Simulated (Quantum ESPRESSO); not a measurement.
# AgI: optical spectrum from first principles, part 3 of 3

Aim: the dielectric function of AgI, and the optical constants that follow from it. The cell comes from an older database entry, whose edges can differ from later determinations, mostly by under a per cent.

Quantum ESPRESSO 7.5; DFT, PBE, plane waves with norm-conserving potentials (PseudoDojo), scalar-relativistic, independent-particle optical response without local fields and without the non-local commutator.

So far. Step 2 (Ground state): There is a gap, 1.34 eV on this mesh (points off the mesh can give less), so no carriers' term is needed.

The database entry behind the starting cell differs from later determinations by our own check (about 0.3 % short), so it need not match the best structure at ambient conditions.

### 5. Dielectric function

The spectrum is a sum over vertical transitions between filled and empty bands at the fixed density, so many empty bands are needed.

This step: DFT, PBE, plane waves with norm-conserving potentials (PseudoDojo), scalar-relativistic, independent-particle optical response without local fields and without the non-local commutator (Quantum ESPRESSO 7.5).

epsilon.in reads:

```
&inputpp
  prefix = 'x'
  outdir = './tmp'
  calculation = 'eps'
/
&energy_grid
  smeartype = 'gauss'
  intersmear = 0.2
  wmin = 0.0
  wmax = 22
  nw = 500
/
```

The run is started by

```
> mpirun -n 4 epsilon.x -nk 4 -in epsilon.in
```

The program printed:

```text
[banner, memory and clock lines left out]

     Broadcasting variables...

     IMPORTANT: XC functional enforced from input :
     Exchange-correlation= PBE
                           (   1   4   3   4   0   0   0)
     Any further DFT definition will be discarded

     G-vector sticks info

     Fermi energy [eV] is:  5.77676
     The system is a dielectric...
     metallic system: redefining wmin =     0.000000

     Performing eps calculation...

     xx,yy,zz plasmon frequences [eV] are:    14.392615497   14.392615679   14.392615496
```

Wall time 2.6 s (4 MPI ranks of Arm Neoverse V2, shared host); peak memory 0.06 GiB; 9.9 s of CPU time.

Read-outs, printed or worked out from the files:

```
electronic dielectric constant ε∞, mean over x, y and z (by symmetry where fewer were run) : 5.208
main peak of Im epsilon, first axis                                                        : 6.656 eV
```

The Im ε, any direction has structure finer than the step of the table below, so its rows give means over 1 eV, whole bins alone (the curve runs from 0 to 22 eV). Peaks (eV: height): 1.9: 1.81, 3.3: 3.26, 3.8: 4.19, 5.5: 8.78, 6.7: 8.85, 7.8: 5.73.

Values under the direct gap are tails of Lorentzian lines. Table of Im ε, any direction by photon energy; means over each step:

```
photon energy (eV)  Im ε, any direction
                 1                0.235
                 2                0.862
                 3                 1.90
                 4                 2.85
                 5                 4.54
                 6                 6.27
                 7                 7.02
                 8                 4.28
                 9                 2.30
                10                 2.01
                11                 1.27
                12                0.930
                13                0.772
                14                0.842
                15                 1.01
                16                0.711
                17                0.584
                18                0.489
                19                0.474
                20                0.408
                21                0.402
```

The Re ε, any direction by photon energy:

```
photon energy (eV)  Re ε, any direction
                 0                 5.21
                 1                 5.55
                 2                 5.27
                 3                 6.43
                 4                 4.77
                 5                 5.95
                 6                 3.34
                 7                -1.12
                 8                -2.21
                 9               -0.846
                10               -0.690
                11               -0.623
                12               -0.118
                13               0.0870
                14                0.343
                15                0.313
                16                0.271
                17                0.215
                18                0.243
                19                0.485
                20                0.534
                21                0.511
                22                0.512
```

The refractive index n and extinction k by photon energy:

```
photon energy (eV)      n       k
                 0   2.28       0
                 1   2.36  0.0232
                 2   2.32   0.339
                 3   2.55   0.270
                 4   2.33   0.801
                 5   2.53   0.673
                 6   2.26    1.33
                 7   1.75    2.05
                 8   1.19    1.91
                 9  0.797    1.22
                10  0.798    1.15
                11  0.574   0.975
                12  0.685   0.766
                13  0.636   0.564
                14  0.784   0.522
                15  0.857   0.649
                16  0.717   0.493
                17  0.619   0.410
                18  0.627   0.387
                19  0.777   0.346
                20  0.771   0.246
                21  0.757   0.249
                22  0.753   0.235
```

The loss function −Im 1/ε at q → 0, any direction has structure finer than the step of the table below, so its rows give means over 0.5 eV, whole bins alone (the curve runs from 0 to 22 eV). Peaks (eV: height): 13.01: 1.38, 16.97: 1.69, 18.03: 1.68, 19.31: 1.40.

Values under the direct gap are tails of Lorentzian lines. The loss function −Im 1/ε at q → 0, any direction by energy loss; means over each step:

```
energy loss (eV)  loss function −Im 1/ε at q → 0, any direction
             0.5                                        0.00107
             1.0                                        0.00479
             1.5                                         0.0145
             2.0                                         0.0310
             2.5                                         0.0305
             3.0                                         0.0407
             3.5                                         0.0592
             4.0                                         0.0912
             4.5                                         0.0637
             5.0                                         0.0670
             5.5                                         0.0972
             6.0                                          0.126
             6.5                                          0.111
             7.0                                          0.145
             7.5                                          0.182
             8.0                                          0.193
             8.5                                          0.271
             9.0                                          0.417
             9.5                                          0.373
            10.0                                          0.475
            10.5                                          0.496
            11.0                                          0.680
            11.5                                          0.918
            12.0                                           1.02
            12.5                                           1.15
            13.0                                           1.31
            13.5                                           1.06
            14.0                                           1.01
            14.5                                          0.873
            15.0                                          0.870
            15.5                                           1.21
            16.0                                           1.26
            16.5                                           1.26
            17.0                                           1.53
            17.5                                           1.28
            18.0                                           1.48
            18.5                                           1.15
            19.0                                           1.07
            19.5                                           1.22
            20.0                                          0.973
            20.5                                          0.993
            21.0                                          0.950
            21.5                                          0.955
```

The reflectivity at normal incidence, any direction has structure finer than the step of the table below, so its rows give means over 1 eV, whole bins alone (the curve runs from 0 to 22 eV). Peaks (eV: height): 5.5: 34.0, 7.0: 40.5, 8.1: 44.7, 8.6: 41.4, 9.7: 38.9, 10.6: 34.1, 11.4: 31.1.

Table of reflectivity at normal incidence, any direction by photon energy; means over each step:

```
photon energy (eV)  reflectivity at normal incidence, any direction (%)
                 1                                                 16.2
                 2                                                 17.5
                 3                                                 19.4
                 4                                                 19.8
                 5                                                 25.0
                 6                                                 27.8
                 7                                                 36.4
                 8                                                 38.7
                 9                                                 32.0
                10                                                 30.8
                11                                                 31.1
                12                                                 20.3
                13                                                 13.4
                14                                                 8.81
                15                                                 11.7
                16                                                 11.4
                17                                                 10.2
                18                                                 7.84
                19                                                 5.48
                20                                                 4.45
                21                                                 4.08
```

Optical constants at common wavelengths, from n + ik = √ε:

```
wavelength (nm)     n      k  R (%)     1/α
           1550  2.32  0.013   15.9  9.6 µm
            633  2.42  0.367   18.2  137 nm
            405  2.61  0.332   20.6   97 nm
            365  2.36  0.547   18.5   53 nm
            308  2.28  0.783   19.8   31 nm
            248  2.53  0.674   21.7   29 nm
            193  2.45  1.339   28.4   11 nm
```

Below the direct gap, k and the depth come from the tails of the Lorentzian lines, not from transitions.

Rows near the edge hang on the gap, which this functional as a rule makes too small, and phonon-assisted absorption is left out.

### 6. Results

```yaml
electronic_dielectric_constant_eps_infinity_mean_over_x_y_and_z_by_symmetry_where_fewer_were_run_independent_particles: 5.21
main_peak_of_im_epsilon_first_axis: 6.66 eV
```

**Reading.** At this level (PBE, independent particles) AgI has ε∞ = 5.21 and n = 2.32 at 1550 nm, and Im ε peaks at 6.7 eV. Distinct maxima of Im ε, read by a parabola through the highest points, lie at 5.50 eV (8.8), 6.66 eV (8.9), 6.90 eV (8.2) and 7.27 eV (6.3). Excitons and phonon-assisted transitions are missing, and so are local fields; PBE gaps are as a rule too small, which pulls the onset down and ε∞ up. Spin-orbit coupling is left out although heavy atoms are present. epsilon.x leaves out the commutator of the non-local potential, so its intensities are off, as a rule too high. The sum runs over mesh points, so small or evenly spaced maxima can still be ripples of the mesh.

[Machine, clock, banner and «Message from routine» lines are left out of the logs.]

[Logs are printed without paths, hosts, clocks, repeated set-up lines and the standing remarks that a program may print on its own settings, such as how far it seeks lower states.]

[Hosts, paths, dates, database ids (printed as entryN), source tags and the programs' standing remarks are cut or masked in the printed files.]
